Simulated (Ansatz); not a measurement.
# GaAs (F-43m) in Ansatz: notebook

Runs on GaAs. Level: revPBE+D4. Tasks: single point, equation of state.

Program: Ansatz 0.2.0. These are calculated values, not measurements. Logs are shortened: lines on timing, memory, paths and dates and some standing lists are left out, and cuts for length are marked.

## (1) The crystal as given

The structure is cubic, space group F-43m (No. 216). Conventional cell: a = 5.654 Å, b = 5.654 Å, c = 5.654 Å, α = 90.00°, β = 90.00°, γ = 90.00°. Around As (site symmetry -43m) lie 4 Ga at 2.45 Å. Ga (site symmetry -43m) has 4 As at 2.45 Å as nearest neighbours.

## (2) Single point, revPBE+D4, 21.23 Å³/atom (volume scaled by 0.94)

Input file input.yaml:

```yaml
crystal:
  lattice:
    - [0.0, 2.7691429914, 2.7691429914]
    - [2.7691429914, 0.0, 2.7691429914]
    - [2.7691429914, 2.7691429914, 0.0]
  atoms:
    - { symbol: As, position: [0.75, 0.75, 0.75] }
    - { symbol: Ga, position: [0.0, 0.0, 0.0] }
hamiltonian:
  xc: revpbe
  pseudopotentials: { kind: paw }
  dispersion: d4
kpoints:
  mp_grid: { grid: [8, 8, 8] }
scf:
  occupations: { method: fermi_dirac, width: 0.05 }
output:
  forces: true
  stress: true
  eigenvalues: true
```

Potentials or basis: Ansatz PAW.

Command:

```bash
> ansatz run input.yaml --threads 2 --pin off --max-ram 5120MiB --backend cpu --events-out ev --progress --plain --runs-dir out
```

Log:

```text
Warning: RAYON_NUM_THREADS=2 ignored (pool sized by the plan → 2); use --threads N
Engine: ansatz 0.2.0, aarch64-unknown-linux-gnu
Pseudopotentials: kind: paw
Pseudopotential: As, paw, valence charge 15, recommended cutoff 420 eV (normal), As.paw.azcp
Pseudopotential: Ga, paw, valence charge 13, recommended cutoff 420 eV (normal), Ga.paw.azcp
Functional definition: revPBE
  parameter kappa = 1.245
  parameter beta = 0.06672455060314922
  exchange = pbe_x(kappa = kappa, mu = beta*pi^2/3)
  correlation = pbe_c(beta = beta)
Crystal: 2 atoms, lattice volume = 42.468 Å³
Basis set: ecut = 420 eV, 869 PW (Γ), exchange–correlation on 54×54×54 points (8 copies of the dense FFT grid, shifted against one another)
Bands: 18, of which v1, the nominal top of the filled ones, is band 14 counted from 1 (13 counted from 0)
Symmetry: 24 space group operations
Space group: F-43m (ITA 216), of the structure as read, at distance tolerance 3.5e-5 Å
k-points: 29 of 512 (time reversal used)
Non-local potential: As, projectors of the file, l = 0: 2, l = 1: 2, l = 2: 3, l = 3: 1
Non-local potential: Ga, projectors of the file, l = 0: 2, l = 1: 2, l = 2: 3, l = 3: 1
PAW form: soft (Blöchl's): semilocal exchange-correlation on the pseudo side does not see the compensation charge
PAW frozen core: As, regenerated for the run's functional, and the local potential with it (the file was generated under x = pbe(κ = 0.804, μ = 0.2195149727645171), c = pbe(β = 0.06672455060314922))
PAW frozen core: Ga, regenerated for the run's functional, and the local potential with it (the file was generated under x = pbe(κ = 0.804, μ = 0.2195149727645171), c = pbe(β = 0.06672455060314922))
PAW one-centre angular grid: As, 590 points (default); XC on 64 Gauss nodes
PAW one-centre angular grid: Ga, 590 points (default); XC on 64 Gauss nodes
Initial density: superposition of atomic densities (neutral atoms: chi_scale 0, normalization atom), corrected by the library's trained network
Initial wavefunctions: pseudopotential atomic-orbital guess
Functional: x = revpbe(κ = 1.245, μ = 0.2195149727645171), c = pbe(β = 0.06672455060314922)
SCF iter   1: F=—  HF=-8649.337016 eV  |F-HF|=—  |Δ(HF+E_count)|=         —  Δρ=2.40e-3  dr2=1.63e-3  ethr=1.77e-3  ⟨swp⟩=5.7  Hψ=2531  notcnv=0
preconditioner: auto → none  [insulator: Δε(μ)=1.073 eV  Ē_g=15.838 eV  σ=0.050 eV  W_gap=1.00  n_scr=14 (ndim 8)  ℏωp=24.2 eV  f_vac=0.070  D(μ)=0.00/eV (n_scr^D=0)  ε∞_Penn≈3.3]
SCF iter   2: F=—  HF=-8649.335940 eV  |F-HF|=—  |Δ(HF+E_count)|=   1.08e-3  Δρ=9.79e-4  dr2=4.15e-4  ethr=5.83e-6  ⟨swp⟩=2.0  Hψ=1093  notcnv=0
SCF iter   3: F=—  HF=-8649.335704 eV  |F-HF|=—  |Δ(HF+E_count)|=   2.36e-4  Δρ=3.51e-4  dr2=4.68e-5  ethr=1.48e-6  ⟨swp⟩=2.0  Hψ=781  notcnv=0
SCF iter   4: F=—  HF=-8649.335712 eV  |F-HF|=—  |Δ(HF+E_count)|=   8.40e-6  Δρ=1.05e-4  dr2=1.83e-6  ethr=1.67e-7  ⟨swp⟩=2.5  Hψ=734  notcnv=0
SCF iter   5: F=—  HF=-8649.335712 eV  |F-HF|=—  |Δ(HF+E_count)|=   4.51e-8  Δρ=3.01e-5  dr2=2.02e-7  ethr=6.54e-9  ⟨swp⟩=2.0  Hψ=928  notcnv=0
SCF iter   6: F=-8649.335713 eV  HF=-8649.335713 eV  |F-HF|=5.85e-8  |Δ(HF+E_count)|=   2.95e-7  Δρ=7.08e-6  dr2=9.04e-9  ethr=3.57e-10  ⟨swp⟩=5.1  Hψ=2402  notcnv=0
SCF 1 converged in 6 iterations: F = -8649.335713 eV  dr2 = 9.04e-9
SCF converged after 6 iterations
Free energy (F): -8649.335713 eV
Harris-Foulkes:  -8649.335713 eV  (|F-HF|=5.85e-8)
Internal energy: -8649.335712 eV  (E = F + TS)
E sigma→0 (E₀):  -8649.335712 eV
Entropy (-TS):   -0.000000 eV (-0.000 meV/atom)
Fermi energy:    9.697449 eV
--- Per-component energies (eV) ---
  E_band       = -288.543867
  E_kinetic    = 221.123187
  E_local      = -3823.580149  (includes V_loc(G=0)·N_el)
  E_nonlocal   = -247.099577
  E_hartree    = 1938.056273
  E_xc         = -149.489411
  E_vxc        = -138.564785  (∫ρ·V_xc dr)
  E_paw        = -3831.643795  (= ΣΔE_a)
  E_vpaw       = -176.534388  (= ΣTr[D̂ρ^β])
  E_aug_tail   = -0.000126  (compensation charges beyond the density's cutoff)
  E_ewald      = -2754.967391
  E_disp       = -1.477040  (pairwise vdW)
  E_core_change = -0.257684  (= ΣΔE_core)
  E_smearing   = -0.000000  (= −TS)
  E_closure    = 0.000000  (closes the sum)
  Σ components = -8649.335713   (vs F -8649.335713, Δ=0.00e0)
--- Forces (eV/Å), atoms counted from 1 ---
  atom   1  As     0.00000000     0.00000000    -0.00000000
  atom   2  Ga    -0.00000000     0.00000000    -0.00000000
  max |Σ_I F_I| component: 2.41e-16 eV/Å
--- Stress (GPa, compression-positive) ---
        4.320343       0.000000      -0.000000
       -0.000000       4.320343       0.000000
       -0.000000       0.000000       4.320343
  P = ⅓ Tr σ = 4.3203 GPa (43.203 kbar)
--- Band table (eV; the first three rows and the last of 29) ---
  k-point 0: bands = ["-26.0584", "-26.0584", "-26.0584", "-26.0462", "-26.0462", "-5.7565", "-5.7565", "-5.7565", "-5.6609", "-5.6609", "-4.0330", "9.1329", "9.1329", "9.1329", "10.2134", "12.9024", "12.9024", "12.9024"]
  k-point 1: bands = ["-26.0584", "-26.0582", "-26.0582", "-26.0461", "-26.0461", "-5.7755", "-5.7521", "-5.7521", "-5.6612", "-5.6612", "-3.8322", "7.2146", "8.8736", "8.8736", "11.0957", "13.2782", "13.2782", "13.5065"]
  k-point 2: bands = ["-26.0583", "-26.0578", "-26.0578", "-26.0460", "-26.0460", "-5.8150", "-5.7425", "-5.7425", "-5.6606", "-5.6606", "-3.2725", "4.8914", "8.3947", "8.3947", "10.8544", "13.8175", "13.8175", "15.4686"]
  k-point 28: bands = ["-26.0580", "-26.0576", "-26.0560", "-26.0463", "-26.0453", "-5.8819", "-5.7169", "-5.7027", "-5.6740", "-5.6569", "-1.1784", "2.2615", "5.3159", "5.5113", "13.9371", "14.0752", "14.7902", "15.2603"]
```

Run time: 1 s. Hardware: 2 threads of Arm Neoverse V2, shared host; peak memory 0.32 GiB.

What came out:

- Free energy: -8649.3357 eV
- Pressure: 4.3 GPa
- Band gap on the k mesh: 1.08 eV, direct

Caveat: the PAW data sets come from PBE, with cores solved anew for the run's functional, which leaves a small shift of forces and pressure.

## (3) Single point, revPBE+D4, 21.69 Å³/atom (volume scaled by 0.96)

Edit input.yaml of step 2 so:

```diff
@@ -2,5 +2,5 @@
   lattice:
-    - [0.0, 2.7691429914, 2.7691429914]
-    - [2.7691429914, 0.0, 2.7691429914]
-    - [2.7691429914, 2.7691429914, 0.0]
+    - [0.0, 2.7886446409, 2.7886446409]
+    - [2.7886446409, 0.0, 2.7886446409]
+    - [2.7886446409, 2.7886446409, 0.0]
   atoms:
```

Potentials or basis: Ansatz PAW.

Command:

```bash
> ansatz run input.yaml --threads 2 --pin off --max-ram 5120MiB --backend cpu --events-out ev --progress --plain --runs-dir out
```

Wall time 1 s (2 threads of Arm Neoverse V2, shared host); peak memory 0.32 GiB.

It converged, with:

- Free energy: -8649.3548 eV
- Pressure: 2.5 GPa
- Band gap on the k mesh: 0.92 eV, direct

Caveat: the PAW data sets come from PBE, with cores solved anew for the run's functional, which leaves a small shift of forces and pressure.

## (4) Single point, revPBE+D4, 22.14 Å³/atom (volume scaled by 0.98)

Edit input.yaml of step 3 so:

```diff
@@ -2,5 +2,5 @@
   lattice:
-    - [0.0, 2.7886446409, 2.7886446409]
-    - [2.7886446409, 0.0, 2.7886446409]
-    - [2.7886446409, 2.7886446409, 0.0]
+    - [0.0, 2.8078772807, 2.8078772807]
+    - [2.8078772807, 0.0, 2.8078772807]
+    - [2.8078772807, 2.8078772807, 0.0]
   atoms:
```

Command:

```bash
> ansatz run input.yaml --threads 2 --pin off --max-ram 5120MiB --backend cpu --events-out ev --progress --plain --runs-dir out
```

It took 1 s on 2 threads of Arm Neoverse V2, shared host; peak memory 0.32 GiB.

Results (log left out):

```yaml
Free_energy: -8649.3640 eV
Pressure: 0.8 GPa
Band_gap_on_the_k_mesh: 0.76 eV, direct
```

Caveat: the PAW data sets come from PBE, with cores solved anew for the run's functional, which leaves a small shift of forces and pressure.

## (5) Single point, revPBE+D4, 22.59 Å³/atom

Edit input.yaml of step 4 so:

```diff
@@ -2,5 +2,5 @@
   lattice:
-    - [0.0, 2.8078772807, 2.8078772807]
-    - [2.8078772807, 0.0, 2.8078772807]
-    - [2.8078772807, 2.8078772807, 0.0]
+    - [0.0, 2.82685, 2.82685]
+    - [2.82685, 0.0, 2.82685]
+    - [2.82685, 2.82685, 0.0]
   atoms:
```

Command:

```bash
> ansatz run input.yaml --threads 2 --pin off --max-ram 5120MiB --backend cpu --events-out ev --progress --plain --runs-dir out
```

Wall time 1 s (2 threads of Arm Neoverse V2, shared host); peak memory 0.32 GiB.

The run converged. Its results:

```
Free energy            : -8649.3646 eV
Pressure               : -0.6 GPa
Band gap on the k mesh : 0.61 eV, direct
```

Caveat: the PAW data sets come from PBE, with cores solved anew for the run's functional, which leaves a small shift of forces and pressure.

## (6) Single point, revPBE+D4, 23.04 Å³/atom (volume scaled by 1.02)

Edit input.yaml of step 5 so:

```diff
@@ -2,5 +2,5 @@
   lattice:
-    - [0.0, 2.82685, 2.82685]
-    - [2.82685, 0.0, 2.82685]
-    - [2.82685, 2.82685, 0.0]
+    - [0.0, 2.8455714065, 2.8455714065]
+    - [2.8455714065, 0.0, 2.8455714065]
+    - [2.8455714065, 2.8455714065, 0.0]
   atoms:
```

Potentials or basis: Ansatz PAW.

Command:

```bash
> ansatz run input.yaml --threads 2 --pin off --max-ram 5120MiB --backend cpu --events-out ev --progress --plain --runs-dir out
```

Wall time 1 s (2 threads of Arm Neoverse V2, shared host); peak memory 0.32 GiB.

It converged, with:

```yaml
Free_energy: -8649.3573 eV
Pressure: -1.9 GPa
Band_gap_on_the_k_mesh: 0.46 eV, direct
```

Caveat: the PAW data sets come from PBE, with cores solved anew for the run's functional, which leaves a small shift of forces and pressure.

## (7) Single point, revPBE+D4, 23.49 Å³/atom (volume scaled by 1.04)

Edit input.yaml of step 6 so:

```diff
@@ -2,5 +2,5 @@
   lattice:
-    - [0.0, 2.8455714065, 2.8455714065]
-    - [2.8455714065, 0.0, 2.8455714065]
-    - [2.8455714065, 2.8455714065, 0.0]
+    - [0.0, 2.8640496607, 2.8640496607]
+    - [2.8640496607, 0.0, 2.8640496607]
+    - [2.8640496607, 2.8640496607, 0.0]
   atoms:
```

Command:

```bash
> ansatz run input.yaml --threads 2 --pin off --max-ram 5120MiB --backend cpu --events-out ev --progress --plain --runs-dir out
```

Run time: 1.1 s. Hardware: 2 threads of Arm Neoverse V2, shared host; peak memory 0.33 GiB.

It converged, with:

- Free energy: -8649.3430 eV
- Pressure: -3.1 GPa
- Band gap on the k mesh: 0.32 eV, direct

Caveat: the PAW data sets come from PBE, with cores solved anew for the run's functional, which leaves a small shift of forces and pressure.

## (8) Single point, revPBE+D4, 23.94 Å³/atom (volume scaled by 1.06)

Edit input.yaml of step 7 so:

```diff
@@ -2,5 +2,5 @@
   lattice:
-    - [0.0, 2.8640496607, 2.8640496607]
-    - [2.8640496607, 0.0, 2.8640496607]
-    - [2.8640496607, 2.8640496607, 0.0]
+    - [0.0, 2.8822925071, 2.8822925071]
+    - [2.8822925071, 0.0, 2.8822925071]
+    - [2.8822925071, 2.8822925071, 0.0]
   atoms:
@@ -20 +20,5 @@
   eigenvalues: true
+  write_density: true
+  write_potential: true
+  elf: true
+  volumetric_format: npy
```

Command:

```bash
> ansatz run input.yaml --threads 2 --pin off --max-ram 5120MiB --backend cpu --events-out ev --progress --plain --runs-dir out
```

It took 1.4 s on 2 threads of Arm Neoverse V2, shared host; peak memory 0.33 GiB.

The run converged. Its results:

```
Free energy            : -8649.3227 eV
Pressure               : -4.1 GPa
Band gap on the k mesh : 0.18 eV, direct
```

Caveat: the PAW data sets come from PBE, with cores solved anew for the run's functional, which leaves a small shift of forces and pressure.

## (9) Equation of state, revPBE+D4

Potentials or basis: Ansatz PAW.

This step only gathers the single runs of the series.

What came out:

- Equilibrium volume: 22.39 Å³/atom
- Bulk modulus: 72 GPa
- Pressure derivative of the bulk modulus: 4.8

Energy against volume, from the lowest point:
```tsv
volume (Å³/atom)	energy (meV/atom)
21.234	14.42
21.686	4.89
22.138	0.26
22.590	0.00
23.041	3.65
23.493	10.76
23.945	20.94
```

Caveat: the potentials were made for another functional, which shifts forces and pressure.
